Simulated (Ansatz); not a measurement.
Straining ScAl3

Level of theory: DFT PBE, scalar-relativistic, plane waves, PAW in Ansatz 0.2.0. (420 eV cutoff, 12×12×12 k-mesh, Gaussian smearing of 0.10 eV, no spin polarisation)

The relaxed crystal:

```
CELL_PARAMETERS angstrom
4.10533 0.00000 0.00000
0.00000 4.10533 0.00000
0.00000 0.00000 4.10533
ATOMIC_POSITIONS crystal
Sc 0.00000 0.00000 0.00000
Al 0.50000 0.00000 0.50000
Al 0.00000 0.50000 0.50000
Al 0.50000 0.50000 0.00000
```

Deformation: biaxial strain in the a-b plane, with the length and tilt of c and the atoms relaxed, all within the symmetry that the strain leaves. Energies are extrapolated to zero smearing. Stress is positive in compression, on the Cartesian axes of the cell above.

| strain (%) | ΔE (meV/atom) | a (Å) | b (Å) | c (Å) | σxx (GPa) | σyy (GPa) | σzz (GPa) |
| --- | --- | --- | --- | --- | --- | --- | --- |
| -6.0 | 94.8 | 3.859 | 3.859 | 4.217 | 16.32 | 16.32 | -0.01 |
| -4.0 | ? | 3.941 | 3.941 | ? | ? | ? | ? |
| -2.0 | 9.4 | 4.023 | 4.023 | 4.142 | 4.53 | 4.53 | -0.01 |
| +0.0 | 0.0 | 4.105 | 4.105 | 4.105 | 0.03 | 0.03 | 0.03 |
| +2.0 | ? | 4.187 | 4.187 | ? | ? | ? | ? |
| +4.0 | 30.8 | 4.270 | 4.270 | 4.032 | -6.53 | -6.53 | 0.00 |
| +6.0 | 65.0 | 4.352 | 4.352 | 3.989 | -8.77 | -8.77 | 0.00 |

Task: Fill in the row at -4.0 %.

Result: ΔE 39.9 meV/atom; c 4.178 Å; σxx 9.97 GPa; σyy 9.97 GPa; σzz -0.01 GPa.

Task: Fill in the row at +2.0 %.

Result: ΔE 8.1 meV/atom; c 4.069 Å; σxx -3.63 GPa; σyy -3.63 GPa; σzz 0.00 GPa.